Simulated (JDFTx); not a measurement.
**Sb under changes of volume**

One of the cells (30.206 Å³/atom); the others are scaled copies at fixed shape and fractional positions:

```
CELL_PARAMETERS angstrom
2.15420 1.24373 3.75800
-2.15420 1.24373 3.75800
0.00000 -2.48746 3.75800
ATOMIC_POSITIONS crystal
Sb 0.76651 0.76651 0.76651
Sb 0.23349 0.23349 0.23349
```

- Program: JDFTx 1.7.0 (patched build)
- Functional: PBEsol
- Potentials or basis: PseudoDojo-SR-PBEsol-0.4.1-standard with smoothed tails
- Cutoff: 1088 eV
- Density cutoff: 8708 eV
- k mesh: 8 × 8 × 8
- Occupations: fermi-dirac, width 0.05 eV
- Spin: no spin polarisation

```csv
volume (Å³/atom),energy over the lowest point (meV/atom),pressure (GPa),largest force (eV/Å)
28.393,22.87,4.1,0.476
28.998,9.98,2.6,0.350
29.602,2.56,1.2,0.233
30.206,0.00,0.0,0.124
30.810,1.78,-1.1,0.022
31.414,?,?,?
32.018,16.63,-3.0,0.160
```

Problem. What does the run at 31.414 Å³/atom give?

Solution. Energy over the lowest point 7.46 meV/atom; pressure -2.1 GPa; largest force 0.073 eV/Å.

Worked out: A Birch-Murnaghan fit of order 3 (a polynomial in V^(-2/3)) to the other rows has its minimum at 30.25 Å³/atom with B0 = V·E''(V) = 57 GPa and B' = 4.6 at fixed shape and positions, which overstates the stiffness. It gives 7.46 meV/atom at 31.414 Å³/atom, against the run's 7.46, and -dE/dV = -2.0 GPa, against -2.1.

Energies are extrapolated to zero smearing.
